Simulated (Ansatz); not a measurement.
**Property card for InGa$_{3}$P$_{4}$**

Level of theory: Ansatz 0.2.0, DFT PBE, scalar-relativistic, plane waves, PAW.

Plane waves to 420 eV, a k mesh through Γ of 10×10×4 on the computed 8-atom cell and Gaussian smearing (0.10 eV); no spin polarisation.

The structure is relaxed at this level of theory with its symmetry kept, and needn't be the ground state of this composition.

Space group P4/mmm (No. 123), tetragonal, a = 3.730 Å, c = 10.524 Å. In is surrounded by 6 P at 2.64–2.77 Å; Ga on a site of symmetry 4mm has 6 P at 2.57–2.69 Å; Ga on a site of symmetry 4/mmm has 6 P at 2.50–2.64 Å; P on a site of symmetry 4/mmm has 4 In at 2.64 Å and 2 Ga at 2.69 Å; around P on a site of symmetry 4mm lie 5 Ga at 2.50–2.64 Å and 1 In at 2.77 Å; P on a second site of symmetry 4/mmm has 6 Ga at 2.57–2.64 Å.

| Item | Value |
| --- | --- |
| Volume per atom | 123.5 bohr³ |
| Formation energy from the elements' standard states (uncorrected) | +0.010 eV/atom |
| Kohn–Sham band gap | none (metal) |
| Density of states at the Fermi level | 4.1 states/eV per cell |
| Orbital (Löwdin) character within 0.5 eV of the Fermi level | P 3p 70 %, Ga 4p 12 %, Ga 4s 7 % |
| Bader charge by site (e) | In (1 in the cell) 0.89, Ga (2 in the cell) 0.74, Ga (1 in the cell) 0.78, P (1 in the cell) -0.84, P (2 in the cell) -0.78, P (1 in the cell) -0.76 |

Another cell of InGa3P4 relaxed alike, in I-42m, lies 0.38 eV/atom lower, so this cell isn't the stable form at this level.

The cell was found from a structure generator's guess, not taken from experiment. Löwdin shares on free-atom orbitals overweight diffuse shells.
